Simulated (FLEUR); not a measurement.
Crystal: CdSe (Cadmoselite).

```
Cd Se
1.0
     4.30000    0.00000    0.00000
    -2.15000    3.72391    0.00000
     0.00000    0.00000    7.02000
Cd Se
2 2
Direct
  0.66667 0.33333 0.50000
  0.33333 0.66667 0.00000
  0.66667 0.33333 0.88500
  0.33333 0.66667 0.38500
```

Base run:

```yaml
Program: FLEUR MaX-R8.1 (patched build s14)
Functional: MJW
Potentials_or_basis: all-electron
Basis: FLAPW
Kmax: 3.95 1/bohr
k_mesh: 7 × 7 × 4
Occupations: fermi-dirac, width 0.05 eV
Spin: no spin polarisation
```

Its results: band gap on the k mesh 0.42 eV, direct.

Question: The run is repeated on the same cell with these changes: functional from MJW to WC. What comes out?

Answer: Band gap on the k mesh 0.55 eV, direct.

Not every run made on this cell is shown here.
